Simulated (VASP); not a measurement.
Crystal: TiO2.

```
Ti O
1.0
     4.59984    0.00000    0.00000
     0.00000    4.59984    0.00000
     0.00000    0.00000    2.95921
Ti O
2 4
Direct
  0.00000 0.00000 0.50000
  0.50000 0.50000 0.00000
  0.30432 0.30432 0.50000
  0.19568 0.80432 0.00000
  0.80432 0.19568 0.00000
  0.69568 0.69568 0.50000
```

The cell is a database's computed one.

Program: VASP 6.6.1. Alike in all runs: potentials or basis VASP PAW PBE potentials, release 64 (Ti_sv, O); no spin polarisation; cell as given; cutoff (eV) 520.

Q: Order these runs on this cell by their band gap on the k mesh, lowest first.
A. level PBE0; k mesh 4 × 4 × 6; smearing gaussian 0.02 eV; ladder gaps; grid for exact exchange (PRECFOCK) Fast; exchange at q = 0 truncated
B. level PBE; k mesh 6 × 6 × 10; smearing gaussian 0.02 eV; ladder gaps
C. level r2SCAN; k mesh 6 × 6 × 9; smearing fermi-dirac 0.05 eV
D. level HSE03; k mesh 4 × 4 × 6; smearing gaussian 0.02 eV; ladder gaps; grid for exact exchange (PRECFOCK) Fast
E. level LAK; k mesh 6 × 6 × 9; smearing fermi-dirac 0.05 eV

A: B (1.84 eV), C (2.21 eV), E (2.36 eV), D (3.07 eV), A (4.09 eV).

A k mesh can miss the band edges.

Not every run made on this cell is shown here.
